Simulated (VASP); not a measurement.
Crystal: Si.

```
Si
1.0
     2.62054    0.00000    0.00000
    -1.31027    2.26946    0.00000
     0.00000    0.00000    2.46635
Si
1
Direct
  0.00000 0.00000 0.00000
```

This isn't the form of Si at room conditions, which is diamond.

| Item | Value |
| --- | --- |
| Program | VASP 6.6.1 |
| Task | relaxation of cell and atoms |
| Functional | PBEsol0 |
| Potentials or basis | VASP PAW PBE potentials, release 64 (Si) |
| Cutoff | 600 eV |
| k mesh | 6 × 6 × 6 |
| Occupations | fermi-dirac, width 0.05 eV |
| Spin | no spin polarisation |

At the start: pressure 0.8 GPa; volume 14.67 Å³/atom.

Where does the relaxation end?

Over 3 steps the energy falls by 4.1 meV/atom and the volume is 14.73 Å³/atom (+0.4 %); space group P6/mmm (No. 191, to 0.05 Å).

Step by step:
```
step  energy change (eV)  largest force (eV/Å)  pressure (GPa)  volume (Å³)
   1              0.0000                0.0000            0.81        14.67
   2              0.0041                0.0000           -0.82        14.82
   3             -0.0041                0.0000           -0.01        14.73
```

Final structure:
```
Si
1.0
     2.61081    0.00000    0.00000
    -1.30540    2.26102    0.00000
     0.00000    0.00000    2.49553
Si
1
Cartesian
  0.0000 0.0000 0.0000
```

Caveat: the k mesh is coarse (spacing up to 0.46 Å⁻¹), so the values aren't converged, least of all with exact exchange; the PAW data sets were made with another functional, which shifts forces and pressure a little.
